A crystal of tetragonal HfO₂ is cut along a plane normal to $c$, and the upper part slides rigidly along $a$. The slip $x$ is the fraction of the lattice constant $a$ covered so far. The fault energy is the cost per area of the slide, and the shear traction is the slope of that energy along the slip. No atom may step aside, and the two parts may not move apart.

Rigid, unrelaxed slip along a on a (001) plane of tetragonal HfO₂ (P4₂/nmc, a = 3.604 Å, c = 5.264 Å), with one fault per 12-atom cell; slip 1 is one lattice constant a, and energies are relative to the undisturbed crystal. Ansatz 0.2.0, plane-wave PAW, PBE, scalar-relativistic, not spin-polarised; cutoff 420 eV, Gamma-centred 6×6×2 k mesh, Gaussian smearing of 0.05 eV.

```csv
slip (fraction of the slip vector),fault energy (mJ/m²),shear traction (GPa (slope of the fault energy along the slip)),gap on mesh (eV)
0,0,0.00,4.670
0.1,73,6.07,4.630
0.2,669.9,30.42,3.953
0.3,2364,61.62,3.430
0.4,4676,57.37,2.225
0.5,5825,0.00,1.625
```

The cut runs between a plane of Hf atoms and the oxygen above it. Across it each Hf has four oxygen neighbours. Two are close, at a height of 1.017 Å and displaced sideways by half a lattice constant along $\pm b$. The other two are farther off, at a height of $c/2-1.017=1.615$ Å and displaced by the same amount along $\pm a$.

**(a) At which slip is the fault energy largest, and which atoms are to blame?**

*Solution.* It is largest at half slip, 5825 mJ/m², or 4.7 eV for each Hf atom at the cut. The slide runs along $a$, so it carries one of the two distant oxygens towards a place directly above the Hf. The length of this contact follows from Pythagoras:

$$L(x)=\sqrt{(1.615\ \text{Å})^2+\left(\tfrac12-x\right)^2a^2}.$$

It shrinks from 2.42 Å at the start to 1.615 Å at half slip, far below the 2.07 Å of a short Hf–O bond in the undisturbed crystal.

The forces of the same calculation support this picture. At half slip two atoms are driven apart along the normal with 17 to 19 eV/Å, while no other atom feels more than about 1.3 eV/Å. That is what a single squeezed pair would produce. The pair does not pay the whole bill, however. The forces along the slip show a second oxygen resisting about as much, in all likelihood the close one, whose two short bonds are being stretched. It feels about 2.1 eV/Å at slip 0.3 and 1.7 at slip 0.4, against 2.7 and 2.9 on the approaching oxygen. The energy at the top is thus shared between squeezing one contact and pulling the close oxygen off its short bonds.

**(b) Why does the first tenth of the slide cost so little?**

*Solution.* If the plane resisted like a spring, doubling the slip from 0.1 to 0.2 would multiply the energy by four. The computed factor is about nine. The plane is therefore soft at first and stiffens quickly.

The bond lengths suggest why. At slip 0.1 the approaching oxygen has come from 2.42 to 2.17 Å, which is still a comfortable distance. The opposite one has moved away to 2.70 Å, and the two short bonds have hardly stretched. The Hf atom thus gains on one side roughly what it loses on the others. A common rule of thumb, in which bond strength decays exponentially with length, puts the sum over the four neighbours within 1 % of its starting value. This is an argument from geometry and not a decomposition of the computed energy. The forces agree with it: at slip 0.1 the approaching oxygen is pulled forward along the slide with 0.14 eV/Å, while the close oxygen is held back with 0.53 eV/Å.

The exchange ends when the approaching oxygen comes closer than a normal short bond. At slip 0.2 it stands at 1.94 Å, so this happens between the second and the third row. From there on the approaching oxygen no longer helps but resists, and its resistance adds to that of the stretched short bonds. At slip 0.2 the close oxygen still resists more, with about 1.5 against 0.9 eV/Å. From slip 0.3 on the contact that is too short is the larger part.

**(c) Frenkel's model describes such a slide by a single sine wave. Does it work here, and what is the simplest repair?**

*Solution.* Frenkel's curve is $E(x)=E_{1/2}\sin^2(\pi x)$, where $E_{1/2}$ is the energy at half slip. At slip 0.1 it gives 556 mJ/m², more than seven times the computed 73. It begins with a spring term proportional to $x^2$, which this plane almost lacks.

The repair is to add the next harmonic:

$$E(x)=A_1(1-\cos 2\pi x)+A_2(1-\cos 4\pi x).$$

For small slip this is $2\pi^2x^2(A_1+4A_2)$, so the spring term vanishes if $A_2=-A_1/4$. The sum then collapses to

$$E(x)=E_{1/2}\sin^4(\pi x).$$

Take slip 0.3, a row that did not enter the curve. There $\sin(0.3\pi)=0.81$, its fourth power is 0.43, and the estimate is about 2500 mJ/m². The calculation gives 2364, so the estimate is some 6 % too high.

The curve is anchored only at half slip, and its form was chosen because the start is so flat. Its success describes the shape and does not prove the cause. In relative terms it is weakest at slip 0.1, where it gives 53 mJ/m² instead of 73, because the plane keeps a little stiffness. There the traction times the displacement is about 3 times the energy, halfway between the 2 of a spring and the 4 of a pure fourth power, so roughly half of the 73 is a spring term. The output below also shows an exponential repulsion of the shortening contact, fitted to all six rows. It follows the steep part well but doubles the energy at 0.1.

**(d) Where does the plane resist most, and is that its strength?**

*Solution.* The largest tabulated traction is 61.62 GPa at slip 0.3, but the true peak is higher. Between slips 0.3 and 0.4 the energy rises by $4676-2364=2312$ mJ/m² over 0.36 Å, a mean slope of 64 GPa. A smooth curve must reach its mean slope somewhere in the interval, so the peak lies between the two rows.

The zero at half slip does not mark a resting place. Slips of 0.4 and 0.6 are equivalent by symmetry, so the slope must vanish midway, and here it does so at the top of the hill.

Nor is the peak the strength of a real crystal. At half slip the two atoms of the squeezed contact are driven apart by the large forces named in (a), and the cell as a whole is under a compressive normal stress of 33 GPa. That is an average over the cell; the force on the squeezed oxygen alone, spread over the area $a^2$, is some 210 GPa. A real crystal would open slightly at the plane, and the oxygen would step aside. Both movements lower the energy at a given slip, so the rigid curve is an upper bound, probably a very generous one near half slip. The calculation also holds for zero temperature, whereas heat helps a real crystal to slip.

**(e) What would change if the same cut were sheared along $b$ instead of $a$?**

*Solution.* The lattice constant is the same, but the slide would now carry a different oxygen over the Hf. The two close oxygens are the ones displaced along $b$, and they sit only 1.017 Å above the Hf plane. At half slip one of them would stand at just that distance above the metal atom, compared with 1.615 Å in the present slide. The repulsion should therefore be much harsher.

The same question can be put to other rigid slides: which atom passes directly over a neighbour, and at what height above it? This answer is an argument from geometry, as the slide along $b$ is not in the table.

**(f) Which digits can be trusted?**

*Solution.* Suppose the settings leave an error of 1 meV an atom in the energy difference. The cell holds 12 atoms and one fault, so this amounts to 12 meV spread over an area $a^2$, or about 15 mJ/m². That is a fifth of the energy at slip 0.1 but only about 0.3 % of the energy at half slip. This error is assumed, not tested, and it may be pessimistic, since most atoms of the cell hardly change and their errors largely cancel. The first tenth is certainly cheap, but without a test of cutoff and k mesh the second digit of its 73 mJ/m² is not secured. At large slip there is a further doubt. The shortest Hf–O distance falls to 1.615 Å at half slip, and if the PAW spheres overlap there, they can add an error that this estimate leaves out. The run itself reports no warning. The caution about atoms far too close comes from the data makers' tests on other systems, so the size of such an error here is unknown.

The tractions need a different caution. Each is a local slope and holds only for its own slip. Around slip 0.1 the mean slope jumps from 2 GPa in the step before to 17 GPa in the step after. The tabulated 6.07 GPa lies between the two, as it should, but it cannot stand for either step.

**(g) Does the band gap simply follow the energy?**

*Solution.* Both change in one direction throughout, but not in step. At slip 0.2 the energy has reached 12 % of its final height, while the gap has already lost 24 % of what it will lose. In all it falls from 4.67 to 1.63 eV. PBE makes gaps too small, and the k mesh can miss the band edges, so the overall fall is more instructive than the single values.

The narrowing computed here belongs to a crowded plane that a real crystal would relax.

The cause of the narrowing is open. The squeezed Hf–O pair may push a level into the gap, or oxygen atoms whose bonds to Hf have been stretched may hold their electrons less tightly. The two guesses differ in where the electrons at the band edges should sit. Do they gather on the one contact that is too short, or on the atoms that the slide has left with too few neighbours?

Output of the analysis:

```
fit of fault_energy on 6 rows: coefficient of exp((h_long - d_app)/s) + exp((h_long - d_rec)/s) - 2*exp((h_long - d_long0)/s) 5975 +/- 54, s 0.17; rms 57.6, worst 0.2 92.1, leave-one-out rms 108
Hf-O pairs across the cut:
  row  two short bonds (A)  approaching O (A)  receding O (A)  summed bond strength (start = 1)  normal stress (GPa)
  0.0                2.069               2.42            2.42                                 1                0.024
  0.1                  2.1              2.165           2.699                             1.006                0.129
  0.2                2.191              1.944           2.995                             1.054                 2.73
  0.3                2.335              1.769           3.305                             1.176                   12
  0.4                2.522              1.655           3.623                             1.322                 25.8
  0.5                2.744              1.615           3.949                             1.348                32.88
Fault energy in mJ/m2 and mean traction:
  row  computed  Frenkel sine squared  sine to the fourth  contact repulsion  mean traction since the row before (GPa)
  0.0         0                     0                   0                  0                                       n/a
  0.1        73                 556.2               53.12              140.5                                     2.026
  0.2     669.9                  2012               695.3                762                                     16.56
  0.3      2364                  3813                2495               2317                                     47.01
  0.4      4676                  5269                4766               4625                                     64.15
  0.5      5825                  5825                5825               5870                                     31.88
Energy at slip 0.2 over that at 0.1 (a spring gives 4): 9.177
Frenkel curve over computed energy at slip 0.1: 7.62
Largest miss of the sine-to-the-fourth curve, mJ/m2: 131.3
Energy at half slip, eV for each Hf at the cut: 4.722
Peak traction of the Frenkel curve, GPa: 50.78
Peak traction of the sine-to-the-fourth curve (at slip 1/3), GPa: 65.96
Gap lost from start to half slip, eV: 3.045
Share of the full gap loss reached at slip 0.2, %: 23.55
Share of the top energy reached at slip 0.2, %: 11.5
Fault energy that an error of 1 meV an atom would make, mJ/m2: 14.8
Hf-O distance at half slip if the slide went along b, A: 1.017
```
